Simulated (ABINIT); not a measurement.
# AlN (P6_3mc) in ABINIT: notebook

Runs on AlN. Level: PBEsol. Tasks: single point, relaxation of cell and atoms.

All numbers are computed with ABINIT 10.8.3 (patched build); they aren't measurements. Logs are shortened: lines on timing, memory, paths and dates and some standing lists are left out, and cuts for length are marked. The log counts tension as positive stress, the text compression.

### 1 The structure

The structure is hexagonal, space group P6_3mc (No. 186). The conventional cell has a = 3.113 Å, b = 3.113 Å, c = 4.981 Å, α = 90.00°, β = 90.00°, γ = 120.00°. Al (site symmetry 3m) is surrounded by 4 N at 1.89 Å. Around N (site symmetry 3m) lie 4 Al at 1.89 Å.

### 2 Single point, PBEsol

The input, run.abi:

```
# Pseudopotentials
pp_dirpath "./"
pseudos "Al.upf, N.upf"

# Structure
acell 3*1.0 Angstrom
rprim
     3.1130000000     0.0000000000     0.0000000000
    -1.5565000000     2.6959370820     0.0000000000
     0.0000000000     0.0000000000     4.9810000000
ntypat 2
znucl 13 7
natom 4
typat 1 1 2 2
xred
     0.6666666667     0.3333333333     0.5000000000
     0.3333333333     0.6666666667     0.0000000000
     0.6666666667     0.3333333333     0.8800000000
     0.3333333333     0.6666666667     0.3800000000

# Plane-wave basis
ecut 36.0

# k points
kptopt 1
ngkpt 8 8 4
nshiftk 1
shiftk 0.0 0.0 0.0

# Exchange and correlation
ixc -116133

# Bands and occupations
nband 12
occopt 3
tsmear 0.05 eV

# SCF cycle
nstep 100
tolvrs 1.0e-10

# Output
iomode 3
prtwf 0
prtden 0
prteig 0
prtebands 0
enunit 2
```

Potentials or basis: PseudoDojo NC SR PBEsol v0.4.1 standard.

Started as:

```sh
$ mpirun --bind-to none -np 4 abinit run.abi > log 2>&1
```

run.abo:

```text
.Version 10.8.3 of ABINIT
 Symmetries : space group P6_3 m c (#186); Bravais hP (primitive hexag.)
================================================================================
 Values of the parameters that define the memory need of the present run
     intxc =       0    ionmov =       0      iscf =       7    lmnmax =       6
     lnmax =       6     mgfft =      54  mpssoang =       3    mqgrid =    3001
     natom =       4  nloc_mem =       1    nspden =       1   nspinor =       1
    nsppol =       1      nsym =      12    n1xccc =    2501    ntypat =       2
    occopt =       3   xclevel =       2
       mpw =        2937          nfft =       55296          nkpt =          30
================================================================================
================================================================================

--------------------------------------------------------------------------------
------------- Echo of variables that govern the present computation ------------
--------------------------------------------------------------------------------
 -outvars: echo values of preprocessed input variables --------
            acell      1.8897261259E+00  1.8897261259E+00  1.8897261259E+00 Bohr
              amu      2.69815390E+01  1.40067400E+01
             ecut      3.60000000E+01 Hartree
           enunit           2
              ixc     -116133
         kptrlatt        8    0    0      0    8    0      0    0    4
          kptrlen      3.76509033E+01
            natom           4
            nband          12
            ngfft          32      32      54
             nkpt          30
            nstep         100
             nsym          12
           ntypat           2
           occopt           3
           prtden           0
        prtebands           0
           prteig           0
            prtwf           0
            rprim      3.1130000000E+00  0.0000000000E+00  0.0000000000E+00
                      -1.5565000000E+00  2.6959370820E+00  0.0000000000E+00
                       0.0000000000E+00  0.0000000000E+00  4.9810000000E+00
          spgroup         186
           tolvrs      1.00000000E-10
           tsmear      1.83746611E-03 Hartree
            typat      1  1  2  2
           xangst      1.5565000000E+00  8.9864569400E-01  2.4905000000E+00
                       2.0731891839E-17  1.7972913880E+00  0.0000000000E+00
                       1.5565000000E+00  8.9864569400E-01  4.3832800000E+00
                       2.0731891839E-17  1.7972913880E+00  1.8927800000E+00
            xcart      2.9413587150E+00  1.6981942459E+00  4.7063629166E+00
                       3.9177597648E-17  3.3963884918E+00  0.0000000000E+00
                       2.9413587150E+00  1.6981942459E+00  8.2831987332E+00
                       3.9177597648E-17  3.3963884918E+00  3.5768358166E+00
[... 128 lines left out ...]
    3      1.55650000000000     0.89864569400000     4.38328000000000
    4      0.00000000000000     1.79729138800000     1.89278000000000

 cartesian forces (hartree/bohr) at end:
    1     -0.00000000000000    -0.00000000000000    -0.00256902655533
    2      0.00000000000000     0.00000000000000    -0.00256902655533
    3     -0.00000000000000     0.00000000000000     0.00256902655533
    4      0.00000000000000    -0.00000000000000     0.00256902655533
 frms,max,avg= 1.4832282E-03 2.5690266E-03   0.000E+00  0.000E+00 -6.280E-08 h/b

 cartesian forces (eV/Angstrom) at end:
    1     -0.00000000000000    -0.00000000000000    -0.13210465696609
    2      0.00000000000000     0.00000000000000    -0.13210465696609
    3     -0.00000000000000     0.00000000000000     0.13210465696609
    4      0.00000000000000    -0.00000000000000     0.13210465696609
 frms,max,avg= 7.6270659E-02 1.3210466E-01   0.000E+00  0.000E+00 -3.229E-06 e/A
 length scales=  1.889726125908  1.889726125908  1.889726125908 bohr
              =  1.000000000000  1.000000000000  1.000000000000 angstroms
 Fermi (or HOMO) energy (hartree) =   0.27490   Average Vxc (hartree)=  -0.39985
 Eigenvalues (hartree) for nkpt=  30  k points:
 kpt#   1, nband= 12, wtk=  0.00391, kpt=  0.0000  0.0000  0.0000 (reduced coord)
  -0.34060   -0.26016   -0.00661    0.18472    0.18472    0.20884    0.20884    0.21547
   0.36746    0.45689    0.60916    0.62215
      occupation numbers for kpt#   1
   2.00000    2.00000    2.00000    2.00000    2.00000    2.00000    2.00000    2.00000
   0.00000    0.00000    0.00000    0.00000
 prteigrs : prtvol=0 or 1, do not print more k-points.

 Fermi (or HOMO) energy (eV) =   7.48040   Average Vxc (eV)= -10.88052
 Eigenvalues (   eV  ) for nkpt=  30  k points:
 kpt#   1, nband= 12, wtk=  0.00391, kpt=  0.0000  0.0000  0.0000 (reduced coord)
  -9.26815   -7.07938   -0.17991    5.02635    5.02635    5.68292    5.68292    5.86316
   9.99915   12.43272   16.57606   16.92951
 prteigrs : prtvol=0 or 1, do not print more k-points.

--- !EnergyTerms
iteration_state     : {dtset: 1, }
comment             : Components of total free energy in Hartree
kinetic             :  1.63008732158033E+01
hartree             :  5.61154389044817E+00
xc                  : -8.41156319248570E+00
Ewald energy        : -2.17432241271520E+01
psp_core            :  6.74959781222562E-01
local_psp           : -1.66587255185114E+01
non_local_psp       : -1.30339738393929E+00
internal            : -2.55295333346143E+01
'-kT*entropy'       :  1.25294605474896E-15
total_energy        : -2.55295333346143E+01
total_energy_eV     : -6.94693992247838E+02
band_energy         :  3.70392461929269E-01
...

 Cartesian components of stress tensor (hartree/bohr^3)
  sigma(1 1)=  2.78746581E-05  sigma(3 2)=  0.00000000E+00
  sigma(2 2)=  2.78746580E-05  sigma(3 1)=  0.00000000E+00
  sigma(3 3)= -2.42573660E-05  sigma(2 1)=  0.00000000E+00

-Cartesian components of stress tensor (GPa)         [Pressure= -3.0884E-01 GPa]
- sigma(1 1)=  8.20100754E-01  sigma(3 2)=  0.00000000E+00
- sigma(2 2)=  8.20100753E-01  sigma(3 1)=  0.00000000E+00
- sigma(3 3)= -7.13676347E-01  sigma(2 1)=  0.00000000E+00

== END DATASET(S) ==============================================================
================================================================================

 -outvars: echo values of variables after computation  --------
            acell      1.8897261259E+00  1.8897261259E+00  1.8897261259E+00 Bohr
           etotal     -2.5529533335E+01
            fcart     -5.7215165763E-30 -3.3033191355E-30 -2.5690265553E-03
                       1.7164549729E-29  9.9099574065E-30 -2.5690265553E-03
                      -1.8881004702E-28  1.0240289320E-28  2.5690265553E-03
                       1.7736701387E-28 -1.0900953147E-28  2.5690265553E-03
            rprim      3.1130000000E+00  0.0000000000E+00  0.0000000000E+00
                      -1.5565000000E+00  2.6959370820E+00  0.0000000000E+00
                       0.0000000000E+00  0.0000000000E+00  4.9810000000E+00
           strten      2.7874658069E-05  2.7874658034E-05 -2.4257365982E-05
                       0.0000000000E+00  0.0000000000E+00  0.0000000000E+00
           xangst      1.5565000000E+00  8.9864569400E-01  2.4905000000E+00
                       2.0731891839E-17  1.7972913880E+00  0.0000000000E+00
                       1.5565000000E+00  8.9864569400E-01  4.3832800000E+00
                       2.0731891839E-17  1.7972913880E+00  1.8927800000E+00
             xred      6.6666666667E-01  3.3333333333E-01  5.0000000000E-01
                       3.3333333333E-01  6.6666666667E-01  0.0000000000E+00
                       6.6666666667E-01  3.3333333333E-01  8.8000000000E-01
                       3.3333333333E-01  6.6666666667E-01  3.8000000000E-01
 Calculation completed.
```

It took 19 s on 4 MPI ranks of AMD EPYC 7R43 (Zen 3), shared host; peak memory 0.28 GiB.

What came out:

```
Free energy                                           : -694.6940 eV
Pressure                                              : -0.3 GPa
Largest force                                         : 0.132 eV/Å
Band gap on the k mesh                                : 4.14 eV, direct
Valence electrons inside the program's atomic spheres : Al 1.11; N 5.35
```

Forces on the atoms (eV/Å):
```
Al   0.000  0.000 -0.132
Al   0.000  0.000 -0.132
N    0.000  0.000  0.132
N    0.000  0.000  0.132
```

Caveat: the cutoff is short for stress, so the pressure is rough.

### 3 Single point, PBEsol

run.abi, as its differences from that of step 2:

```diff
@@ -5,7 +5,7 @@
 # Structure
-acell 3*1.0 Angstrom
+acell 3.113 3.113 4.981 Angstrom
 rprim
-     3.1130000000     0.0000000000     0.0000000000
-    -1.5565000000     2.6959370820     0.0000000000
-     0.0000000000     0.0000000000     4.9810000000
+     1.0000000000     0.0000000000     0.0000000000
+    -0.5000000000     0.8660254038     0.0000000000
+     0.0000000000     0.0000000000     1.0000000000
 ntypat 2
@@ -21,3 +21,3 @@
 # Plane-wave basis
-ecut 36.0
+ecut 979.609905 eV
 
@@ -44,5 +44,9 @@
 prtwf 0
-prtden 0
 prteig 0
 prtebands 0
-enunit 2
+enunit 1
+prtden 1
+prtvha 1
+prtvclmb 1
+prtpot 1
+prtelf 1
```

Potentials or basis: PseudoDojo NC SR PBEsol v0.4.1 standard.

Started as:

```sh
$ abinit run.abi > log 2>&1
```

run.abo:

```text
.Version 10.8.3 of ABINIT
 Symmetries : space group P6_3 m c (#186); Bravais hP (primitive hexag.)
================================================================================
 Values of the parameters that define the memory need of the present run
     intxc =       0    ionmov =       0      iscf =       7    lmnmax =       6
     lnmax =       6     mgfft =      54  mpssoang =       3    mqgrid =    3001
     natom =       4  nloc_mem =       1    nspden =       1   nspinor =       1
    nsppol =       1      nsym =      12    n1xccc =    2501    ntypat =       2
    occopt =       3   xclevel =       2
       mpw =        2937          nfft =       55296          nkpt =          30
================================================================================
================================================================================

--------------------------------------------------------------------------------
------------- Echo of variables that govern the present computation ------------
[... 237 lines left out ...]
            acell      5.8827174300E+00  5.8827174300E+00  9.4127258331E+00 Bohr
           etotal     -2.5529533335E+01
            fcart     -0.0000000000E+00 -0.0000000000E+00 -2.5690265579E-03
                      -0.0000000000E+00 -0.0000000000E+00 -2.5690265579E-03
                      -0.0000000000E+00 -0.0000000000E+00  2.5690265579E-03
                      -0.0000000000E+00 -0.0000000000E+00  2.5690265579E-03
            rprim      1.0000000000E+00  0.0000000000E+00  0.0000000000E+00
                      -5.0000000000E-01  8.6602540380E-01  0.0000000000E+00
                       0.0000000000E+00  0.0000000000E+00  1.0000000000E+00
           strten      2.7874658183E-05  2.7874658096E-05 -2.4257365951E-05
                       0.0000000000E+00  0.0000000000E+00  0.0000000000E+00
           xangst      1.5565000000E+00  8.9864569401E-01  2.4905000000E+00
                       1.3841485454E-17  1.7972913880E+00  0.0000000000E+00
                       1.5565000000E+00  8.9864569401E-01  4.3832800000E+00
                       1.3841485454E-17  1.7972913880E+00  1.8927800000E+00
             xred      6.6666666667E-01  3.3333333333E-01  5.0000000000E-01
                       3.3333333333E-01  6.6666666667E-01  0.0000000000E+00
                       6.6666666667E-01  3.3333333333E-01  8.8000000000E-01
                       3.3333333333E-01  6.6666666667E-01  3.8000000000E-01
 Calculation completed.
```

It took 38 s on 1 thread of Intel Xeon, shared host; peak memory 0.08 GiB.

Results:

| Item | Value |
| --- | --- |
| Free energy | -694.6940 eV |
| Pressure | -0.3 GPa |
| Largest force | 0.132 eV/Å |
| Band gap on the k mesh | 4.14 eV, direct |
| Valence electrons inside the program's atomic spheres | Al 1.11; N 5.35 |

Forces on the atoms (eV/Å):
```
Al   0.000  0.000 -0.132
Al   0.000  0.000 -0.132
N    0.000  0.000  0.132
N    0.000  0.000  0.132
```

Levels at points of the mesh, in eV from the valence-band top:
```tsv
k point	band 4	band 5	band 6	band 7	band 8	band 9	band 10	band 11	band 12
(0.00, 0.00, 0.00)	-0.84	-0.84	-0.18	-0.18	0.00	4.14	6.57	10.71	11.07
(0.50, 0.00, 0.00)	-4.17	-3.37	-2.08	-1.80	-0.66	5.69	5.70	8.10	10.66
(0.00, 0.00, 0.50)	-3.35	-0.52	-0.52	-0.52	-0.52	6.38	6.38	10.22	10.22
(0.50, 0.00, 0.50)	-5.63	-1.45	-1.45	-1.37	-1.37	5.20	5.20	9.19	9.19
```

Caveat: the cutoff is short for stress, so the pressure is rough. PBEsol gaps usually lie below the measured ones, often by a third to a half.

### 4 Relaxation of cell and atoms, PBEsol

The input, run.abi:

```
# Pseudopotentials
pp_dirpath "./"
pseudos "Al.upf, N.upf"

# Structure
acell 3*1.0
rprim
     5.8827174260     0.0000000000     0.0000000000
    -2.9413587130     5.0945827342     0.0000000000
     0.0000000000     0.0000000000     9.4127258268
ntypat 2
znucl 13 7
natom 4
typat 1 1 2 2
chkprim 0
chksymtnons 0
tolsym 1.0e-6
xred
            2/3            1/3            1/2
            1/3            2/3            0.0
            2/3            1/3   0.8800000000
            1/3            2/3   0.3800000000

# Plane-wave basis
ecut 42.0
ecutsm 0.5

# k points
kptopt 1
ngkpt 8 8 4
nshiftk 1
shiftk 0.0 0.0 0.0

# Exchange and correlation
ixc -116133

# Bands and occupations
nband 12
occopt 3
tsmear 0.05 eV

# SCF cycle
nstep 80
tolvrs 1.0e-12

# Output
iomode 3
prteig 0
prtebands 0
prtwf 0
prtden 0

# Relaxation
ionmov 2
optcell 2
ntime 50
tolmxf 2.0e-5
dilatmx 1.08
```

Potentials or basis: PseudoDojo NC SR PBEsol v0.4.1 standard.

Started as:

```sh
$ abinit run.abi > log 2>&1
```

run.abo:

```text
.Version 10.8.3 of ABINIT
 Symmetries : space group P6_3 m c (#186); Bravais hP (primitive hexag.)
================================================================================
 Values of the parameters that define the memory need of the present run
     intxc =       0    ionmov =       2      iscf =       7    lmnmax =       6
     lnmax =       6     mgfft =      60  mpssoang =       3    mqgrid =    3001
     natom =       4  nloc_mem =       1    nspden =       1   nspinor =       1
    nsppol =       1      nsym =      12    n1xccc =    2501    ntypat =       2
    occopt =       3   xclevel =       2
       mpw =        4658          nfft =       96000          nkpt =          30
================================================================================
================================================================================

--------------------------------------------------------------------------------
------------- Echo of variables that govern the present computation ------------
--------------------------------------------------------------------------------
 -outvars: echo values of preprocessed input variables --------
            acell      1.0000000000E+00  1.0000000000E+00  1.0000000000E+00 Bohr
              amu      2.69815390E+01  1.40067400E+01
          chkprim           0
      chksymtnons           0
          dilatmx      1.08000000E+00
             ecut      4.20000000E+01 Hartree
           ecutsm      5.00000000E-01 Hartree
           ionmov           2
              ixc     -116133
[... 930 lines left out ...]
     4        0.000000000000      0.000000000000      0.000977570448

 Cartesian components of stress tensor (hartree/bohr^3)
  sigma(1 1)= -9.93905787E-10  sigma(3 2)=  0.00000000E+00
  sigma(2 2)= -9.93904471E-10  sigma(3 1)=  0.00000000E+00
  sigma(3 3)=  6.57921395E-08  sigma(2 1)=  0.00000000E+00

-Cartesian components of stress tensor (GPa)         [Pressure= -6.2573E-04 GPa]
- sigma(1 1)= -2.92417178E-05  sigma(3 2)=  0.00000000E+00
- sigma(2 2)= -2.92416791E-05  sigma(3 1)=  0.00000000E+00
- sigma(3 3)=  1.93567157E-03  sigma(2 1)=  0.00000000E+00

== END DATASET(S) ==============================================================
================================================================================

 -outvars: echo values of variables after computation  --------
            acell      5.8830169564E+00  5.8830169564E+00  9.4162367794E+00 Bohr
           etotal     -2.5529905762E+01
            fcart     -0.0000000000E+00 -0.0000000000E+00  5.7066591144E-06
                      -0.0000000000E+00 -0.0000000000E+00  5.7066591144E-06
                       1.4303063181E-30  8.2578773779E-31 -5.7066591144E-06
                      -1.4303063181E-30 -8.2578773779E-31 -5.7066591144E-06
            rprim      1.0000000000E+00  0.0000000000E+00  0.0000000000E+00
                      -5.0000000000E-01  8.6602540378E-01  0.0000000000E+00
                       0.0000000000E+00  0.0000000000E+00  1.0000000000E+00
           strten     -9.9390578710E-10 -9.9390447088E-10  6.5792139459E-08
                       0.0000000000E+00  0.0000000000E+00  0.0000000000E+00
           xangst      1.5565792513E+00  8.9869144974E-01  2.4865578617E+00
                      -5.7605004148E-17  1.7973828995E+00 -4.8710946421E-03
                       1.5565792513E+00  8.9869144974E-01  4.3897860578E+00
                      -5.7605004148E-17  1.7973828995E+00  1.8983571015E+00
             xred      6.6666666667E-01  3.3333333333E-01  4.9902242955E-01
                       3.3333333333E-01  6.6666666667E-01 -9.7757044800E-04
                       6.6666666667E-01  3.3333333333E-01  8.8097757045E-01
                       3.3333333333E-01  6.6666666667E-01  3.8097757045E-01
 Calculation completed.
```

It took 4.7 min on 1 thread of Arm Neoverse V1, shared host; peak memory 0.11 GiB.

Results:

```yaml
Free_energy: -694.7041 eV
Relaxed_volume: 10.46 Å³/atom
Relaxed_cell: a = 3.113 Å, b = 3.113 Å, c = 4.983 Å, α = 90.00°, β = 90.00°, γ = 120.00°
Space_group_after_relaxing_to_0.05_Å: P6_3mc (No. 186)
Energy_gained_by_relaxing: 0.3 meV/atom
Ionic_steps: 7
Pressure_after_relaxing: 0.0 GPa
Band_gap_on_the_k_mesh: 4.10 eV, direct
```

The path:
| step | energy change (eV) | largest force (eV/Å) | pressure (GPa) | volume (Å³) |
| --- | --- | --- | --- | --- |
| 1 | 0.0000 | 0.1321 | 0.13 | 41.80 |
| 2 | -0.0008 | 0.0755 | 0.05 | 41.82 |
| 3 | -0.0012 | 0.0214 | -0.02 | 41.83 |
| 4 | -0.0012 | 0.0123 | -0.02 | 41.83 |
| 5 | -0.0013 | 0.0046 | -0.01 | 41.83 |
| 6 | -0.0013 | 0.0025 | -0.01 | 41.82 |
| 7 | -0.0013 | 0.0003 | 0.00 | 41.82 |

Final structure:
```xyz
4
Lattice="3.1132 0.0000 0.0000 -1.5566 2.6961 0.0000 0.0000 0.0000 4.9829" Properties=species:S:1:pos:R:3 pbc="T T T"
Al    1.5566    0.8987    2.4866
Al    0.0000    1.7974   -0.0049
N     1.5566    0.8987    4.3898
N     0.0000    1.7974    1.8984
```

(Continued in part 2 of 2.)
